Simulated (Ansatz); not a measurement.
# Br in Ansatz: the effect of target pressure

Br:

```
Br
1.0
    -1.42349    1.42349    3.57752
     1.42349   -1.42349    3.57752
     1.42349    1.42349   -3.57752
Br
1
Direct
  0.00000 0.00000 0.00000
```

Alike in all runs:

| Property | Result |
| --- | --- |
| Program | Ansatz 0.2.0 |
| Task | relaxation of cell and atoms |
| Functional | PBE |
| Potentials or basis | Ansatz PAW |
| Cutoff | 420 eV (not typed: the program's choice for these potentials) |
| k mesh | 13 × 13 × 13 |
| Occupations | fermi-dirac, width 0.05 eV |
| Spin | no spin polarisation |

Each run relaxes the cell or the atoms first.

**Question.** One run gave: relaxed volume 20.24 Å³/atom. Which target pressure did it use?
A. 20 GPa
B. 5 GPa
C. 0 GPa
D. 30 GPa
E. 10 GPa

**Answer.** A.

```csv
target pressure,relaxed volume (Å³/atom)
0 GPa,37.03
2 GPa,28.38
5 GPa,25.43
10 GPa,22.91
20 GPa,20.24
30 GPa,18.62
```

Caveats: the plane-wave basis is chosen anew once the cell has moved, so the energies of steps on either side of that aren't comparable; an odd number of electrons without spin polarisation forces a metal; a magnetic or distorted state may lie lower; the volume moved by over 15 % at a fixed basis, so the end points are rough (some runs).
